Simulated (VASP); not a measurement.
# Cu (Fm-3m) in VASP: notebook

The runs below take Cu through relaxation of cell and atoms, single point, with PBE.

Program: VASP 6.6.1. These are calculated values, not measurements. Logs are shortened: lines on timing, memory, paths and dates and some standing lists are left out, and cuts for length are marked.

## (1) The structure

Symmetry: Fm-3m, No. 225, cubic system. Conventional cell: a = 3.615 Å, b = 3.615 Å, c = 3.615 Å, α = 90.00°, β = 90.00°, γ = 90.00°. Around Cu (site symmetry m-3m) lie 12 Cu at 2.56 Å.

## (2) Relaxation of cell and atoms, PBE

Input file INCAR:

```
  PREC = Accurate
  ENCUT = 520
  EDIFF = 1E-7
  ISMEAR = 0
  SIGMA = 0.3
  LREAL = False
  LASPH = True
  NELM = 60
  ALGO = Normal
  ISIF = 3
  LWAVE = False
  LCHARG = False
  GGA = PE
  IBRION = 2
  NSW = 80
  EDIFFG = -0.002
```

Input file KPOINTS:

```
Automatic mesh
0
Gamma
  20 20 20
```

Input file POSCAR:

```
Cu
1.0
    0.0000000000      1.8075000000      1.8075000000
    1.8075000000      0.0000000000      1.8075000000
    1.8075000000      1.8075000000      0.0000000000
Cu
1
Direct
    0.0000000000      0.0000000000      0.0000000000
```

Potentials or basis: VASP PAW PBE potentials, release 64 (Cu).

On the command line:

```bash
$ cat potpaw_PBE.64/Cu/POTCAR > POTCAR
$ mpirun -np 1 vasp_std > vasp.out
```

OUTCAR:

```text
PREC = Accurate
   ENCUT = 520
   EDIFF = 1E-7
   ISMEAR = 0
   LREAL = False
   LASPH = True
   NELM = 60
   ISIF = 3
   GGA = PE
   IBRION = 2
   NSW = 80
   EDIFFG = -0.002

 ion  position               nearest neighbor table
   1  0.000  0.000  0.000-

  LATTYP: Found a face centered cubic cell.
 ALAT       =     3.6150000000

  Lattice vectors:

 A1 = (   0.0000000000,   1.8075000000,   1.8075000000)
 A2 = (   1.8075000000,   0.0000000000,   1.8075000000)
 A3 = (   1.8075000000,   1.8075000000,   0.0000000000)

Analysis of symmetry for initial positions (statically):
=====================================================================
 Subroutine PRICEL returns:
 Original cell was already a primitive cell.

 Routine SETGRP: Setting up the symmetry group for a
 face centered cubic supercell.

 Subroutine GETGRP returns: Found 48 space group operations
 (whereof 48 operations were pure point group operations)
 out of a pool of 48 trial point group operations.

The static configuration has the point symmetry O_h .

Analysis of symmetry for dynamics (positions and initial velocities):
=====================================================================
 Subroutine PRICEL returns:
 Original cell was already a primitive cell.

 Routine SETGRP: Setting up the symmetry group for a
 face centered cubic supercell.

 Subroutine GETGRP returns: Found 48 space group operations
 (whereof 48 operations were pure point group operations)
 out of a pool of 48 trial point group operations.

The dynamic configuration has the point symmetry O_h .

 Subroutine INISYM returns: Found 48 space group operations
 (whereof 48 operations are pure point group operations),
 and found     1 'primitive' translations

----------------------------------------------------------------------------------------

                                     Primitive cell

  volume of cell :      11.8104

  direct lattice vectors                    reciprocal lattice vectors
     0.000000000  1.807500000  1.807500000    -0.276625173  0.276625173  0.276625173
     1.807500000  0.000000000  1.807500000     0.276625173 -0.276625173  0.276625173
     1.807500000  1.807500000  0.000000000     0.276625173  0.276625173 -0.276625173

  length of vectors
     2.556191014  2.556191014  2.556191014     0.479128854  0.479128854  0.479128854
[... 89 lines left out ...]
   PSTRESS=    0.0 pullay stress
   NELECT =      11.0000    total number of electrons
   NUPDOWN=      -1.0000    fix difference up-down
   EMIN   =  10.00;   EMAX   =-10.00  energy-range for DOS
   EFERMI =   0.00;   METHOD = LEGACY
   ISMEAR =     0;   SIGMA  =   0.30  broadening in eV -4-tet -1-fermi 0-gaus
   EFERMI_NEDOS =   21; number of points for ismear=-14 and -15
   IALGO  =     38    algorithm
   IMIX   =      4    mixing-type and parameters
     AMIX     =   0.40;   BMIX     =  1.00
     AMIX_MAG =   1.60;   BMIX_MAG =  1.00
  volume/ion in A,a.u.               =      11.81        79.70
  Fermi-wavevector in a.u.,A,eV,Ry     =   1.598763  3.021224 34.777078  2.556043
  Thomas-Fermi vector in A             =   2.696162
   LORBIT       =      0    0 simple, 1 ext, 2 COOP (PROOUT), +10 PAW based schemes
   GGA     = PE    functional components
   LHFCALC =     F    Hartree Fock is set to
   AEXX    =    0.0000 exact exchange contribution
   IVDW    =     0    specifies the selected vdW correction
   LEPSILON=     F    determine dielectric tensor
   LRPA    =     F    only Hartree local field effects (RPA)
 conjugate gradient relaxation of ions
 non-spin polarized calculation
 Gauss-broadening in eV      SIGMA  =   0.30
  energy-cutoff  :      520.00
  volume of cell :       11.81
 maximum number of plane-waves:       332
   NGX =  9   NGY =  9   NGZ =  9

--------------------------------------- Ionic step        1  -------------------------------------------

 number of electron      11.0000001 magnetization

 Free energy of the ion-electron system (eV)
  ---------------------------------------------------
  ext. energy  EPLUGINS =         0.00000000
  ---------------------------------------------------
  free energy    TOTEN  =        -3.73364626 eV

  energy without entropy =       -3.72087806  energy(sigma->0) =       -3.72726216

------------------------ aborting loop because EDIFF is reached ----------------------------------------

  FORCE on cell =-STRESS in cart. coord.  units (eV):
  Direction    XX          YY          ZZ          XY          YZ          ZX
  --------------------------------------------------------------------------------------
  -------------------------------------------------------------------------------------
  Total        0.1724391      0.1724391      0.1724391     -0.0000000     -0.0000000      0.0000000
  in kB       23.3927567     23.3927567     23.3927567     -0.0000000     -0.0000000      0.0000000
  external PRESSURE =      23.3927567 kB  Pullay stress =       0.0000000 kB
[... 57 lines left out ...]
--------------------------------------- Ionic step        3  -------------------------------------------

 number of electron      10.9999996 magnetization

 Free energy of the ion-electron system (eV)
  ---------------------------------------------------
  ext. energy  EPLUGINS =         0.00000000
  ---------------------------------------------------
  free energy    TOTEN  =        -3.73500128 eV

  energy without entropy =       -3.72215997  energy(sigma->0) =       -3.72858062

 E-fermi :   7.3960     XC(G=0): -12.6340

 val. band max:        7.3407185720   @ k =   0.5000   0.2500   0.1000
 cond. band min:       7.4061924507   @ k =   0.5000   0.3500   0.1500
 fundamental gap:      0.0654738786
 Fermi energy:         7.3960466383

 k-point     1 :       0.0000    0.0000    0.0000
  band No.  band energies     occupation
      1      -1.8409      2.00000
      2       4.4093      2.00000
      3       4.4093      2.00000
      4       4.4093      2.00000
      5       5.2110      2.00000
      6       5.2110      2.00000
      7      29.8567      0.00000
      8      32.3775      0.00000
      9      32.3775      0.00000
[... 265 lines left out ...]
 k-point    24 :      -0.3500    0.0500    0.0000
  band No.  band energies     occupation
      1       1.9397      2.00000
      2       4.4353      2.00000
      3       4.4741      2.00000
      4       4.6124      2.00000
      5       5.5193      2.00000
      6       5.7969      2.00000
      7      14.5767      0.00000
      8      27.0000      0.00000
      9      29.4001      0.00000

 [... further k-points ...]
[... 5 lines left out ...]
  --------------------------------------------------------------------------------------
  -------------------------------------------------------------------------------------
  Total        0.0014188      0.0014188      0.0014188      0.0000000     -0.0000000     -0.0000000
  in kB        0.1894346      0.1894346      0.1894346      0.0000000     -0.0000000     -0.0000000
  external PRESSURE =       0.1894346 kB  Pullay stress =       0.0000000 kB
[... 16 lines left out ...]
  FREE ENERGIE OF THE ION-ELECTRON SYSTEM (eV)
  ---------------------------------------------------
  free  energy   TOTEN  =        -3.7350012794 eV

  energy  without entropy=       -3.7221599684  energy(sigma->0) =       -3.72858062

 reached required accuracy - stopping structural energy minimisation
```

OSZICAR:

```text
N       E                     dE             d eps       ncg     rms          rms(c)
DAV:   1     0.356911704073E+02    0.35691E+02   -0.57381E+03  4728   0.205E+03
[... 23 lines left out ...]
DAV:   1    -0.375467610159E+01   -0.20089E-01   -0.37335E-01  4842   0.156E+01    0.117E+00
DAV:   2    -0.374260431196E+01    0.12072E-01   -0.32354E-01  4824   0.128E+01    0.511E-01
DAV:   3    -0.373550407550E+01    0.71002E-02   -0.54270E-02  4777   0.539E+00    0.160E-01
DAV:   4    -0.373500335228E+01    0.50072E-03   -0.55251E-04  5932   0.278E-01    0.304E-03
DAV:   5    -0.373500276054E+01    0.59174E-06   -0.83852E-06  5989   0.574E-02    0.569E-03
DAV:   6    -0.373500118882E+01    0.15717E-05   -0.15331E-06  4964   0.244E-02    0.455E-04
DAV:   7    -0.373500127936E+01   -0.90538E-07   -0.85051E-09  2492   0.192E-03
   3 F= -.37350013E+01 E0= -.37285806E+01  d E =-.135502E-02
```

It took 32 s on 1 thread of Intel Xeon Platinum 8488C (Sapphire Rapids), shared host; peak memory 0.15 GiB.

What came out:

```yaml
Free_energy: -3.7350 eV
Relaxed_volume: 12.00 Å³/atom
Relaxed_cell: a = 2.570 Å, b = 2.570 Å, c = 2.570 Å, α = 60.00°, β = 60.00°, γ = 60.00°
Space_group_after_relaxing_to_0.05_Å: Fm-3m (No. 225)
Energy_gained_by_relaxing: 1.4 meV/atom
Ionic_steps: 3
Pressure_after_relaxing: 0.0 GPa
Band_gap_on_the_k_mesh: none (metal or under the smearing width)
```

The path:
```
step  energy change (eV)  largest force (eV/Å)  pressure (GPa)  volume (Å³)
   1              0.0000                0.0000            2.34        11.81
   2             -0.0009                0.0000           -1.22        12.11
   3             -0.0014                0.0000            0.02        12.00
```

Final structure:
```
Cu
1.0
     0.00000    1.81711    1.81711
     1.81711    0.00000    1.81711
     1.81711    1.81711    0.00000
Cu
1
Direct
  0.00000 0.00000 0.00000
```

## (3) Relaxation of cell and atoms, PBE

This run uses another cell than the first one, of 12.00 Å³/atom, 1.016 times its volume.

INCAR is that of step 2.

KPOINTS is that of step 2.

Input file POSCAR:

```
Cu                                      
1.0
   -0.0000000000      1.8171076327      1.8171076327
    1.8171076327     -0.0000000000      1.8171076327
    1.8171076327      1.8171076327      0.0000000000
  Cu            
     1
Direct
     0.0000000000000000    0.0000000000000000    0.0000000000000000
```

Potentials or basis: VASP PAW PBE potentials, release 64 (Cu).

On the command line:

```bash
$ cat potpaw_PBE.64/Cu/POTCAR > POTCAR
$ mpirun -np 1 vasp_std > vasp.out
```

Wall time 21 s (1 thread of Intel Xeon Platinum 8488C (Sapphire Rapids), shared host); peak memory 0.14 GiB.

The run converged. Its results:

- Free energy: -3.7351 eV
- Relaxed volume: 12.01 Å³/atom
- Relaxed cell: a = 2.570 Å, b = 2.570 Å, c = 2.570 Å, α = 60.00°, β = 60.00°, γ = 60.00°
- Space group after relaxing (to 0.05 Å): Fm-3m (No. 225)
- Energy gained by relaxing: 0.0 meV/atom
- Ionic steps: 2
- Pressure after relaxing: 0.0 GPa
- Band gap on the k mesh: none (metal or under the smearing width)

Final structure:
```
CELL_PARAMETERS angstrom
0.00000 1.81744 1.81744
1.81744 0.00000 1.81744
1.81744 1.81744 0.00000
ATOMIC_POSITIONS crystal
Cu 0.00000 0.00000 0.00000
```

Levels at points of the mesh, in eV from the Fermi level:
| k point | band 3 | band 4 | band 5 | band 6 | band 7 | band 8 | band 9 |
| --- | --- | --- | --- | --- | --- | --- | --- |
| (0.00, 0.00, 0.00) | -2.99 | -2.99 | -2.18 | -2.18 | 22.46 | 24.97 | 24.97 |
| (0.50, 0.00, 0.00) | -3.02 | -1.63 | -1.63 | -0.96 | 3.67 | 20.96 | 21.81 |
| (0.50, 0.50, 0.00) | -1.65 | -1.49 | -1.49 | 1.50 | 6.99 | 12.95 | 12.95 |

## (4) Single point, PBE

This run uses another cell than the first one, of 12.01 Å³/atom, 1.017 times its volume.

Input file INCAR:

```
SYSTEM = Cu
PREC = Accurate
ENCUT = 520
EDIFF = 1E-7
ISMEAR = 0
SIGMA = 0.3
LREAL = .FALSE.
LASPH = .TRUE.
NELM = 60
ALGO = Normal
ISIF = 2
LWAVE = .FALSE.
LCHARG = .FALSE.
GGA = PE
NBANDS = 12
```

Input file KPOINTS:

```
regular mesh
0
G
  20 20 20
  0 0 0
```

Input file POSCAR:

```
Cu                                      
1.0
    0.0000000000      1.8174361622      1.8174361622
    1.8174361622     -0.0000000000      1.8174361622
    1.8174361622      1.8174361622      0.0000000000
  Cu            
     1
Direct
     1.0000000000000000    0.0000000000000000    0.0000000000000000
```

Potentials or basis: VASP PAW PBE potentials, release 64 (Cu).

On the command line:

```bash
$ cat potpaw_PBE.64/Cu/POTCAR > POTCAR
$ mpirun -np 1 vasp_std > vasp.out
```

OUTCAR:

```text
SYSTEM = Cu
   PREC = Accurate
   ENCUT = 520
   EDIFF = 1E-7
   ISMEAR = 0
   LREAL = .FALSE.
   LASPH = .TRUE.
   NELM = 60
   ISIF = 2
   GGA = PE

 ion  position               nearest neighbor table
   1  0.000  0.000  0.000-

  LATTYP: Found a face centered cubic cell.
 ALAT       =     3.6348723244

  Lattice vectors:

 A1 = (   0.0000000000,   1.8174361622,   1.8174361622)
 A2 = (   1.8174361622,   0.0000000000,   1.8174361622)
 A3 = (   1.8174361622,   1.8174361622,   0.0000000000)

Analysis of symmetry for initial positions (statically):
[... 531 lines left out ...]
      6       5.7908      2.00000
      7      14.5670      0.00000
      8      26.9872      0.00000
      9      29.3876      0.00000
     10      30.2728      0.00000
     11      32.6137      0.00000
     12      34.3279      0.00000

 [... further k-points ...]
[... 5 lines left out ...]
  --------------------------------------------------------------------------------------
  -------------------------------------------------------------------------------------
  Total       -0.0019767     -0.0019767     -0.0019767     -0.0000000      0.0000000     -0.0000000
  in kB       -0.2637831     -0.2637831     -0.2637831     -0.0000000      0.0000000     -0.0000000
  external PRESSURE =      -0.2637831 kB  Pullay stress =       0.0000000 kB

 VOLUME and BASIS-vectors are now :
 -----------------------------------------------------------------------------
  energy-cutoff  :      520.00
  volume of cell :       12.01
      direct lattice vectors                 reciprocal lattice vectors
     0.000000000  1.817436162  1.817436162    -0.275112827  0.275112827  0.275112827
     1.817436162  0.000000000  1.817436162     0.275112827 -0.275112827  0.275112827
     1.817436162  1.817436162  0.000000000     0.275112827  0.275112827 -0.275112827

 POSITION                                       TOTAL-FORCE (eV/Angst)
 -----------------------------------------------------------------------------------
      0.00000      0.00000      0.00000         0.000000      0.000000      0.000000
 -----------------------------------------------------------------------------------
    total drift:                                0.000000     -0.000000      0.000000

  FREE ENERGIE OF THE ION-ELECTRON SYSTEM (eV)
  ---------------------------------------------------
  free  energy   TOTEN  =        -3.7351492672 eV

  energy  without entropy=       -3.7223054389  energy(sigma->0) =       -3.72872735
```

OSZICAR:

```text
N       E                     dE             d eps       ncg     rms          rms(c)
DAV:   1     0.421487734732E+02    0.42149E+02   -0.53933E+03  6788   0.154E+03
DAV:   2    -0.324169939351E+01   -0.45390E+02   -0.41781E+02  6344   0.203E+02
DAV:   3    -0.462507411494E+01   -0.13834E+01   -0.13725E+01  7152   0.404E+01
DAV:   4    -0.463402142008E+01   -0.89473E-02   -0.89461E-02  6952   0.286E+00
DAV:   5    -0.463410413994E+01   -0.82720E-04   -0.82719E-04  7364   0.280E-01    0.767E+00
DAV:   6    -0.413114892997E+01    0.50296E+00   -0.14761E+01  7320   0.724E+01    0.404E+00
DAV:   7    -0.374714427321E+01    0.38400E+00   -0.23735E+00  7348   0.290E+01    0.565E-01
DAV:   8    -0.373684140713E+01    0.10303E-01   -0.46514E-03  7216   0.106E+00    0.312E-01
DAV:   9    -0.373514980023E+01    0.16916E-02   -0.10576E-02  7580   0.178E+00    0.316E-02
DAV:  10    -0.373515000823E+01   -0.20800E-06   -0.48897E-05  9156   0.118E-01    0.767E-03
DAV:  11    -0.373514923038E+01    0.77785E-06   -0.62070E-07  7536   0.128E-02    0.388E-04
DAV:  12    -0.373514926722E+01   -0.36840E-07   -0.15939E-08  4244   0.181E-03
   1 F= -.37351493E+01 E0= -.37287274E+01  d E =-.128438E-01
```

stdout:

```text
POSCAR found type information on POSCAR Cu
 POSCAR found :  1 types and       1 ions
 scaLAPACK will be used
 LDA part: xc-table for (Slater+PW92), standard interpolation
 POSCAR, INCAR and KPOINTS ok, starting setup
 FFT: planning ... GRIDC
 FFT: planning ... GRID_SOFT
 FFT: planning ... GRID
 WAVECAR not read
 entering main loop
```

It took 19 s on 1 thread of Intel Xeon Platinum 8488C (Sapphire Rapids), shared host; peak memory 0.15 GiB.

What came out:

```yaml
Free_energy: -3.7351 eV
Pressure: 0.0 GPa
Band_gap_on_the_k_mesh: none (metal or under the smearing width)
```

## (5) Single point, PBE (a relaxed cell with its volume scaled by 0.97)

INCAR is that of step 4.

KPOINTS is that of step 4.

Input file POSCAR:

```
Cu                                      
1.0
    0.0000000000      1.7990769659      1.7990769659
    1.7990769659     -0.0000000000      1.7990769659
    1.7990769659      1.7990769659      0.0000000000
  Cu            
     1
Direct
     1.0000000000000000    0.0000000000000000    0.0000000000000000
```

On the command line:

```bash
$ cat potpaw_PBE.64/Cu/POTCAR > POTCAR
$ mpirun -np 1 vasp_std > vasp.out
```

It took 19 s on 1 thread of Intel Xeon Platinum 8488C (Sapphire Rapids), shared host; peak memory 0.15 GiB.

It converged, with:

```
Free energy            : -3.7301 eV
Pressure               : 4.5 GPa
Band gap on the k mesh : none (metal or under the smearing width)
```

Levels at points of the mesh, in eV from the Fermi level:
```csv
k point,band 3,band 4,band 5,band 6,band 7,band 8,band 9,band 10
"(0.00, 0.00, 0.00)",-3.08,-3.08,-2.24,-2.24,22.70,25.45,25.45,25.45
"(0.50, 0.00, 0.00)",-3.12,-1.66,-1.66,-1.05,3.82,21.18,22.28,22.28
"(0.50, 0.50, 0.00)",-1.68,-1.51,-1.51,1.48,7.20,13.18,13.18,17.71
```

## (6) Single point, PBE (a relaxed cell with its volume scaled by 1.03)

INCAR is that of step 5.

KPOINTS is that of step 5.

Input file POSCAR:

```
Cu                                      
1.0
    0.0000000000      1.8354317500      1.8354317500
    1.8354317500     -0.0000000000      1.8354317500
    1.8354317500      1.8354317500      0.0000000000
  Cu            
     1
Direct
     1.0000000000000000    0.0000000000000000    0.0000000000000000
```

Potentials or basis: VASP PAW PBE potentials, release 64 (Cu).

On the command line:

```bash
$ cat potpaw_PBE.64/Cu/POTCAR > POTCAR
$ mpirun -np 1 vasp_std > vasp.out
```

Run time: 19 s. Hardware: 1 thread of Intel Xeon Platinum 8488C (Sapphire Rapids), shared host; peak memory 0.15 GiB.

It converged, with:

```
Free energy            : -3.7309 eV
Pressure               : -3.8 GPa
Band gap on the k mesh : none (metal or under the smearing width)
```

Levels at points of the mesh, in eV from the Fermi level:
| k point | band 3 | band 4 | band 5 | band 6 | band 7 | band 8 | band 9 | band 10 |
| --- | --- | --- | --- | --- | --- | --- | --- | --- |
| (0.00, 0.00, 0.00) | -2.90 | -2.90 | -2.13 | -2.13 | 22.22 | 24.51 | 24.51 | 24.51 |
| (0.50, 0.00, 0.00) | -2.93 | -1.60 | -1.60 | -0.87 | 3.53 | 20.73 | 21.36 | 21.36 |
| (0.50, 0.50, 0.00) | -1.62 | -1.47 | -1.47 | 1.53 | 6.79 | 12.73 | 12.73 | 17.11 |

## (7) Summary

| task | cell | gap on the mesh (eV) | pressure (GPa) |
| --- | --- | --- | --- |
| relaxation of cell and atoms | relaxed | none | 0.0 |
| single point | Fm-3m, 12.01 Å³/atom | none | 0.0 |
| single point | a relaxed cell with its volume scaled by 0.97 | none | 4.5 |
| single point | a relaxed cell with its volume scaled by 1.03 | none | -3.8 |

Alike in all rows: level PBE; potentials or basis VASP PAW PBE potentials, release 64 (Cu); no spin polarisation; k mesh 20 × 20 × 20; cutoff (eV) 520; smearing gaussian 0.3 eV.

Total energies depend on the potentials used, so only differences within one code and one set of settings carry meaning.
